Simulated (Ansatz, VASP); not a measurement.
InP in VASP and in Ansatz

```
CELL_PARAMETERS angstrom
0.00000 2.91358 2.91358
2.91358 0.00000 2.91358
2.91358 2.91358 0.00000
ATOMIC_POSITIONS crystal
In 0.00000 0.00000 0.00000
P 0.25000 0.25000 0.25000
```

Alike in both runs: functional LDA; k mesh 10 × 10 × 10; occupations gaussian, width 0.02 eV; no spin polarisation.

Ansatz relaxed the structure, and its values are those at the end. VASP's run is a single point on that final structure, the one shown.

|  | VASP | Ansatz |
| --- | --- | --- |
| version | VASP 6.6.1 | Ansatz 0.2.0 |
| potentials or method | VASP PAW LDA potentials, release 64 (In_d, P) | scalar-relativistic, plane waves, PAW |
| plane-wave cutoff (eV) | 520 | 420 |
| valence electrons in the cell | 18 | 18 |

VASP gave:

* gap on the k mesh at the Fermi level (eV): 0.61
* least direct gap on the mesh (eV): 0.61
* pressure (GPa): 0.0

Task: What did Ansatz give for the same quantities?

Result: gap on the k mesh at the Fermi level (eV): 0.58; least direct gap on the mesh (eV): 0.58; pressure (GPa): 0.0.

Caveats: spin-orbit coupling is left out, which moves the levels of the heavy elements.
